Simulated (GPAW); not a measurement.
AlRu:

```xyz
2
Lattice="2.9916 0.0000 0.0000 0.0000 2.9916 0.0000 0.0000 0.0000 2.9916" Properties=species:S:1:pos:R:3 pbc="T T T"
Ru    1.4958    1.4958    1.4958
Al    0.0000    0.0000    0.0000
```

| Property | Result |
| --- | --- |
| Program | GPAW 26.7.0 |
| Task | relaxation of cell and atoms |
| Functional | revPBE |
| Potentials or basis | the program's PAW data sets (release 1.2.1) made for this functional |
| Cutoff | 600 eV |
| Basis | pw |
| k mesh | 9 × 9 × 9 |
| Occupations | fermi-dirac, width 0.05 eV |
| Spin | no spin polarisation |

At the start: pressure 6.0 GPa; volume 13.39 Å³/atom.

Where does the relaxation end?

Over 3 steps the energy falls by 7.2 meV/atom and the volume is 13.77 Å³/atom (+2.8 %); space group Pm-3m (No. 221, to 0.05 Å).

Step by step:
```tsv
step	energy change (eV)	largest force (eV/Å)	pressure (GPa)	volume (Å³)
1	0.0000	0.0000	5.97	26.77
2	-0.0087	0.0000	3.65	27.06
3	-0.0144	0.0000	0.12	27.53
```

Final structure:
```cif
data_structure
_symmetry_space_group_name_H-M 'P 1'
_symmetry_Int_Tables_number 1
_cell_length_a 3.0197
_cell_length_b 3.0197
_cell_length_c 3.0197
_cell_angle_alpha 90.000
_cell_angle_beta 90.000
_cell_angle_gamma 90.000
_cell_volume 27.53
loop_
_atom_site_label
_atom_site_type_symbol
_atom_site_fract_x
_atom_site_fract_y
_atom_site_fract_z
_atom_site_occupancy
Ru1 Ru 0.50000 0.50000 0.50000 1
Al1 Al 0.00000 0.00000 0.00000 1
```

Caveat: later steps reuse the first step's grids.
